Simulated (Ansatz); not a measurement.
Here is an Ansatz 0.2.0 calculation.

Contents of input.yaml:

```yaml
crystal:
  lattice:
    - [-1.66395, 1.66395, 1.66395]
    - [1.66395, -1.66395, 1.66395]
    - [1.66395, 1.66395, -1.66395]
  atoms:
    - { symbol: Nb, position: [0.0, 0.0, 0.0] }
kpoints:
  mp_grid: { grid: [11, 11, 11] }
scf:
  occupations: { method: fermi_dirac, width: 0.05 }
hamiltonian:
  xc: pbe
  pseudopotentials: { kind: all_electron, lapw: { basis_error: 0.001 } }
output:
  forces: true
  stress: true
relax:
  f_tol: 0.01
  max_steps: 60
  cell: {}
```

Potentials or basis: all-electron LAPW, scalar-relativistic.

Run with:

```console
$ ansatz run input.yaml --threads 1 --pin off --max-ram 3072MiB --backend cpu --events-out ev --progress --plain --runs-dir out
```

**Question.** Estimate the relaxed cell.

**Answer.** a = 2.871 Å, b = 2.871 Å, c = 2.871 Å, α = 109.47°, β = 109.47°, γ = 109.47°.

**Question.** What does it give for the relaxed volume?

**Answer.** 18.21 Å³/atom.

Final structure:
```cif
data_structure
_symmetry_space_group_name_H-M 'P 1'
_symmetry_Int_Tables_number 1
_cell_length_a 2.8706
_cell_length_b 2.8706
_cell_length_c 2.8706
_cell_angle_alpha 109.471
_cell_angle_beta 109.471
_cell_angle_gamma 109.471
_cell_volume 18.21
loop_
_atom_site_label
_atom_site_type_symbol
_atom_site_fract_x
_atom_site_fract_y
_atom_site_fract_z
_atom_site_occupancy
Nb1 Nb 0.00000 0.00000 0.00000 1
```
